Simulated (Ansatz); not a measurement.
Crystal: SrO.

```xyz
2
Lattice="0.0000 2.5663 2.5663 2.5663 0.0000 2.5663 2.5663 2.5663 0.0000" Properties=species:S:1:pos:R:3 pbc="T T T"
Sr    2.5663    2.5663    2.5663
O     0.0000    0.0000    0.0000
```

Base run:

* Program: Ansatz 0.2.0
* Functional: PBE
* Potentials or basis: all-electron LAPW, scalar-relativistic
* Cutoff: 217 eV (chosen from the basis error)
* Basis error allowed: 0.001 eV/atom
* k mesh: 9 × 9 × 9
* Occupations: gaussian, width 0.029 eV
* Spin: no spin polarisation

Its results: band gap on the k mesh 3.37 eV, indirect (least direct gap 3.45 eV); pressure 3.3 GPa.

Problem. The run is repeated on the same cell with these changes: functional from PBE to PBEsol; occupations from gaussian, width 0.029 eV to gaussian, width 0.1 eV. What comes out?

Solution. Band gap on the k mesh 3.26 eV, indirect (least direct gap 3.34 eV); pressure -0.5 GPa.

Caveats: an odd mesh through Γ misses points on the zone boundary, where band edges often lie.
